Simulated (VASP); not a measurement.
# Fe2O3 (Hematite) (R-3c) in VASP: single point with PBE

Aim: the single point of Fe2O3 (Hematite) with PBE.

Everything below comes from runs of VASP 6.6.1. Logs are shortened: lines on timing, memory, paths and dates and some standing lists are left out, and cuts for length are marked.

**1. Starting point**

It takes space group R-3c (No. 167, trigonal). Conventional cell: a = 5.038 Å, b = 5.038 Å, c = 13.772 Å, α = 90.00°, β = 90.00°, γ = 120.00°. Fe (site symmetry 3) is surrounded by 6 O at 1.95 to 2.12 Å. O (site symmetry 2) is surrounded by 4 Fe at 1.95 to 2.12 Å.

**2. Single point, PBE, collinear spin, ferromagnetic start**

File INCAR:

```
PREC     = Accurate       # precision mode
ENCUT    = 520            # plane-wave cutoff, eV
EDIFF    = 1E-6           # SCF threshold, eV
ISMEAR   = 0              # smearing method
SIGMA    = 0.014          # smearing width, eV
LREAL    = F              # projectors in reciprocal space
LASPH    = T              # aspherical terms in the spheres
NELM     = 120            # most SCF steps
ALGO     = Normal         # electronic algorithm
ISIF     = 2              # what is computed and relaxed
LWAVE    = F              # write WAVECAR
LCHARG   = F              # write CHGCAR
ISPIN    = 2              # spin polarisation
MAGMOM   = 3 3 3 3 0 0 0 0 0 0 # initial moments
LORBIT   = 11             # projections on sites
LMAXMIX  = 4              # l up to which the mixer works
GGA      = PE             # functional
```

File KPOINTS:

```
Automatic mesh
0
Gamma
  7 7 7
```

File POSCAR:

```
Fe2O3
1.0
    2.5190000000      1.4543453281      4.5906666667
   -2.5190000000      1.4543453281      4.5906666667
    0.0000000000     -2.9086906562      4.5906666667
Fe O
4 6
Direct
    0.3553000000      0.3553000000      0.3553000000
    0.1447000000      0.1447000000      0.1447000000
    0.6447000000      0.6447000000      0.6447000000
    0.8553000000      0.8553000000      0.8553000000
    0.5559000000      0.2500000000      0.9441000000
    0.2500000000      0.9441000000      0.5559000000
    0.9441000000      0.5559000000      0.2500000000
    0.4441000000      0.7500000000      0.0559000000
    0.7500000000      0.0559000000      0.4441000000
    0.0559000000      0.4441000000      0.7500000000
```

Potentials or basis: VASP PAW PBE potentials, release 64 (Fe, O).

On the command line:

```
$ cat potpaw_PBE.64/Fe/POTCAR potpaw_PBE.64/O/POTCAR > POTCAR
$ mpirun -np 1 vasp_std > vasp.out
```

OUTCAR:

```text
PREC = Accurate
   ENCUT = 520
   EDIFF = 1E-6
   ISMEAR = 0
   LREAL = F
   LASPH = T
   NELM = 120
   ISIF = 2
   ISPIN = 2
   LORBIT = 11
   GGA = PE

 ion  position               nearest neighbor table
   1  0.355  0.355  0.355-   9 1.95  10 1.95   8 1.95   7 2.12   5 2.12   6 2.12   2 2.90   3 2.97
                             3 2.97   3 2.97
   2  0.145  0.145  0.145-   8 1.95  10 1.95   9 1.95   7 2.12   5 2.12   6 2.12   1 2.90   4 2.97
                             4 2.97   4 2.97
   3  0.645  0.645  0.645-   6 1.95   7 1.95   5 1.95  10 2.12   9 2.12   8 2.12   4 2.90   1 2.97
                             1 2.97   1 2.97
   4  0.855  0.855  0.855-   5 1.95   7 1.95   6 1.95  10 2.12   9 2.12   8 2.12   3 2.90   2 2.97
                             2 2.97   2 2.97
   5  0.556  0.250  0.944-   4 1.95   3 1.95   1 2.12   2 2.12
   6  0.250  0.944  0.556-   3 1.95   4 1.95   1 2.12   2 2.12
   7  0.944  0.556  0.250-   3 1.95   4 1.95   1 2.12   2 2.12
   8  0.444  0.750  0.056-   2 1.95   1 1.95   3 2.12   4 2.12
   9  0.750  0.056  0.444-   1 1.95   2 1.95   3 2.12   4 2.12
  10  0.056  0.444  0.750-   1 1.95   2 1.95   3 2.12   4 2.12

  LATTYP: Found a trigonal (rhomboedric) cell.
 ALAT       =     5.4345838643
 COS(alpha) =     0.5703114900

  Lattice vectors:

 A1 = (   2.5190000000,   1.4543453281,   4.5906666667)
 A2 = (  -2.5190000000,   1.4543453281,   4.5906666667)
 A3 = (   0.0000000000,  -2.9086906562,   4.5906666667)

Analysis of symmetry for initial positions (statically):
=====================================================================
 Subroutine PRICEL returns:
 Original cell was already a primitive cell.

 Routine SETGRP: Setting up the symmetry group for a
 trigonal (rhombohedral) supercell.

 Subroutine GETGRP returns: Found 12 space group operations
 (whereof  6 operations were pure point group operations)
 out of a pool of 12 trial point group operations.

The static configuration has the point symmetry S_6 .
 The point group associated with its full space group is D_3d.

Analysis of symmetry for dynamics (positions and initial velocities):
=====================================================================
 Subroutine PRICEL returns:
 Original cell was already a primitive cell.

 Routine SETGRP: Setting up the symmetry group for a
 trigonal (rhombohedral) supercell.

 Subroutine GETGRP returns: Found 12 space group operations
 (whereof  6 operations were pure point group operations)
 out of a pool of 12 trial point group operations.

The dynamic configuration has the point symmetry S_6 .
 The point group associated with its full space group is D_3d.

Analysis of structural, dynamic, and magnetic symmetry:
=====================================================================
 Subroutine PRICEL returns:
 Original cell was already a primitive cell.

 Routine SETGRP: Setting up the symmetry group for a
 trigonal (rhombohedral) supercell.

 Subroutine GETGRP returns: Found 12 space group operations
 (whereof  6 operations were pure point group operations)
 out of a pool of 12 trial point group operations.

The overall configuration has the point symmetry S_6 .
 The point group associated with its full space group is D_3d.

 Subroutine INISYM returns: Found 12 space group operations
 (whereof  6 operations are pure point group operations),
 and found     1 'primitive' translations

----------------------------------------------------------------------------------------

                                     Primitive cell

  volume of cell :     100.9073

  direct lattice vectors                    reciprocal lattice vectors
     2.519000000  1.454345328  4.590666667     0.198491465  0.114599101  0.072611095
    -2.519000000  1.454345328  4.590666667    -0.198491465  0.114599101  0.072611095
     0.000000000 -2.908690656  4.590666667     0.000000000 -0.229198201  0.072611095

  length of vectors
     5.434583864  5.434583864  5.434583864     0.240425012  0.240425012  0.240425012

  position of ions in fractional coordinates (direct lattice)
     0.355300000  0.355300000  0.355300000
     0.144700000  0.144700000  0.144700000
[... 79 lines left out ...]
   dimension x,y,z NGXF=    80 NGYF=   80 NGZF=   80
   ions per type =               4   6
   NGX,Y,Z   is equivalent  to a cutoff of  12.24, 12.24, 12.24 a.u.
   NGXF,Y,Z  is equivalent  to a cutoff of  24.47, 24.47, 24.47 a.u.
 SYSTEM =  unknown system
   PREC   = accura    normal or accurate (medium, high low for compatibility)
   ISTART =      0    job   : 0-new  1-cont  2-samecut
   ICHARG =      2    charge: 1-file 2-atom 10-const
   ISPIN  =      2    spin polarized calculation?
   LNONCOLLINEAR =      F non collinear calculations
   LSORBIT =      F    spin-orbit coupling
   LASPH  =      T    aspherical Exc in radial PAW
   ENCUT  =  520.0 eV  38.22 Ry    6.18 a.u.  10.10 10.10 10.10*2*pi/ulx,y,z
   NELM   =    120;   NELMIN=  2; NELMDL= -5     # of ELM steps
   EDIFF  = 0.1E-05   stopping-criterion for ELM
   LREAL  =      F    real-space projection
   EDIFFG = 0.1E-04   stopping-criterion for IOM
   NSW    =      0    number of steps for IOM
   IBRION =     -1    ionic relax: 0-MD 1-quasi-New 2-CG
   NFREE  =      0    steps in history (QN), initial steepest desc. (CG)
   ISIF   =      2    stress and relaxation
   ISYM   =      2    0-nonsym 1-usesym 2-fastsym
   POTIM  = 0.5000    time-step for ionic-motion
   TEBEG  =    0.0;   TEEND  =   0.0 temperature during run
   PSTRESS=    0.0 pullay stress
   NELECT =      68.0000    total number of electrons
   NUPDOWN=      -1.0000    fix difference up-down
   EMIN   =  10.00;   EMAX   =-10.00  energy-range for DOS
   EFERMI =   0.00;   METHOD = LEGACY
   ISMEAR =     0;   SIGMA  =   0.01  broadening in eV -4-tet -1-fermi 0-gaus
   EFERMI_NEDOS =   21; number of points for ismear=-14 and -15
   IALGO  =     38    algorithm
   IMIX   =      4    mixing-type and parameters
     AMIX     =   0.40;   BMIX     =  1.00
     AMIX_MAG =   1.60;   BMIX_MAG =  1.00
  volume/ion in A,a.u.               =      10.09        68.10
  Fermi-wavevector in a.u.,A,eV,Ry     =   1.435281  2.712288 28.028426  2.060031
  Thomas-Fermi vector in A             =   2.554597
   LORBIT       =     11    0 simple, 1 ext, 2 COOP (PROOUT), +10 PAW based schemes
   GGA     = PE    functional components
   LHFCALC =     F    Hartree Fock is set to
   AEXX    =    0.0000 exact exchange contribution
   IVDW    =     0    specifies the selected vdW correction
   LEPSILON=     F    determine dielectric tensor
   LRPA    =     F    only Hartree local field effects (RPA)
 spin polarized calculation
 Gauss-broadening in eV      SIGMA  =   0.01
  energy-cutoff  :      520.00
  volume of cell :      100.91
 maximum number of plane-waves:      2744
   NGX = 21   NGY = 21   NGZ = 21

 number of electron      67.9999996 magnetization      13.6871749

 Free energy of the ion-electron system (eV)
  ---------------------------------------------------
  ext. energy  EPLUGINS =         0.00000000
  ---------------------------------------------------
  free energy    TOTEN  =       -73.57860642 eV

  energy without entropy =      -73.57715012  energy(sigma->0) =      -73.57787827

 E-fermi :   4.3335     XC(G=0): -11.6264

 val. band max:        4.3331673976   @ k =   0.1429   0.1429   0.1429
 cond. band min:       4.3343585939   @ k =   0.1429   0.0000  -0.0000
 fundamental gap:      0.0011911963
 Fermi energy:         4.3335480573

 spin component 1

 k-point     1 :       0.0000    0.0000    0.0000
  band No.  band energies     occupation
      1     -15.7384      1.00000
      2     -14.2441      1.00000
      3     -14.1630      1.00000
      4     -14.1630      1.00000
      5     -14.1384      1.00000
      6     -14.1384      1.00000
[... 1165 lines left out ...]
     45      10.1392      0.00000
     46      12.5007      0.00000

 [... further k-points ...]

 spin component 2

 k-point     1 :       0.0000    0.0000    0.0000
  band No.  band energies     occupation
      1     -15.4411      1.00000
      2     -13.9514      1.00000
      3     -13.8436      1.00000
      4     -13.8436      1.00000
      5     -13.8363      1.00000
      6     -13.8363      1.00000
[... 1165 lines left out ...]
     45      10.7498      0.00000
     46      13.0695      0.00000

 [... further k-points ...]
[... 5 lines left out ...]
  --------------------------------------------------------------------------------------
  -------------------------------------------------------------------------------------
  Total       -2.8319096     -2.8319096     -2.9153124     -0.0000000      0.0000000      0.0000000
  in kB      -44.9642391    -44.9642391    -46.2884850     -0.0000000      0.0000000      0.0000000
  external PRESSURE =     -45.4056544 kB  Pullay stress =       0.0000000 kB

 VOLUME and BASIS-vectors are now :
 -----------------------------------------------------------------------------
  energy-cutoff  :      520.00
  volume of cell :      100.91
      direct lattice vectors                 reciprocal lattice vectors
     2.519000000  1.454345328  4.590666667     0.198491465  0.114599101  0.072611095
    -2.519000000  1.454345328  4.590666667    -0.198491465  0.114599101  0.072611095
     0.000000000 -2.908690656  4.590666667     0.000000000 -0.229198201  0.072611095

 POSITION                                       TOTAL-FORCE (eV/Angst)
 -----------------------------------------------------------------------------------
      0.00000      0.00000      4.89319         0.000000     -0.000000     -0.904601
      0.00000      0.00000      1.99281         0.000000     -0.000000      0.904601
      0.00000      0.00000      8.87881         0.000000     -0.000000      0.904601
      0.00000      0.00000     11.77919         0.000000      0.000000     -0.904601
      0.77056     -1.57404      8.03367         0.062942      0.109018     -0.000000
     -1.74844      0.11969      8.03367         0.062942     -0.109018     -0.000000
      0.97788      1.45435      8.03367        -0.125883     -0.000000     -0.000000
     -0.77056      1.57404      5.73833        -0.062942     -0.109018     -0.000000
      1.74844     -0.11969      5.73833        -0.062942      0.109018     -0.000000
     -0.97788     -1.45435      5.73833         0.125883     -0.000000     -0.000000
 -----------------------------------------------------------------------------------
    total drift:                               -0.000000      0.000000     -0.000000

  FREE ENERGIE OF THE ION-ELECTRON SYSTEM (eV)
  ---------------------------------------------------
  free  energy   TOTEN  =       -73.5786064211 eV

  energy  without entropy=      -73.5771501226  energy(sigma->0) =      -73.57787827

 total charge

# of ion       s       p       d       tot
------------------------------------------
    1        0.361   0.512   6.010   6.883
    2        0.361   0.512   6.010   6.883
    3        0.361   0.512   6.010   6.883
    4        0.361   0.512   6.010   6.883
    5        1.572   3.403   0.000   4.975
    6        1.572   3.403   0.000   4.975
    7        1.572   3.403   0.000   4.975
    8        1.572   3.403   0.000   4.975
    9        1.572   3.403   0.000   4.975
   10        1.572   3.403   0.000   4.975
--------------------------------------------------
tot         10.879  22.464  24.041  57.384

 magnetization (x)

# of ion       s       p       d       tot
------------------------------------------
    1        0.025   0.035   3.045   3.105
    2        0.025   0.035   3.045   3.105
    3        0.025   0.035   3.045   3.105
    4        0.025   0.035   3.045   3.105
    5        0.020   0.125   0.000   0.146
    6        0.020   0.125   0.000   0.146
    7        0.020   0.125   0.000   0.146
    8        0.020   0.125   0.000   0.146
    9        0.020   0.125   0.000   0.146
   10        0.020   0.125   0.000   0.146
--------------------------------------------------
tot          0.220   0.894  12.179  13.293
```

Run time: 8.5 min. Hardware: 1 thread of AMD EPYC 9R14 (Zen 4), shared host; peak memory 0.44 GiB.

Results:

```
Free energy                                           : -73.5786 eV
Pressure                                              : -4.5 GPa
Largest force                                         : 0.905 eV/Å
Band gap on the k mesh                                : none (metal or under the smearing width)
Net moment                                            : 13.69 μB per cell
Site moments                                          : Fe +3.10; O +0.15 μB
Valence electrons inside the program's atomic spheres : Fe 6.88; O 4.97
```

Forces in eV/Å, atoms in the order of the input:
```
Fe   0.000  0.000 -0.905
Fe   0.000  0.000  0.905
Fe   0.000  0.000  0.905
Fe   0.000  0.000 -0.905
O    0.063  0.109  0.000
O    0.063 -0.109  0.000
O   -0.126  0.000  0.000
O   -0.063 -0.109  0.000
O   -0.063  0.109  0.000
O    0.126  0.000  0.000
```

Caveat: semilocal functionals often make such compounds metallic where correlation or magnetic order opens a gap, which also shifts bond lengths; only a ferromagnetic start was run, and an antiferromagnetic order may lie lower in energy.
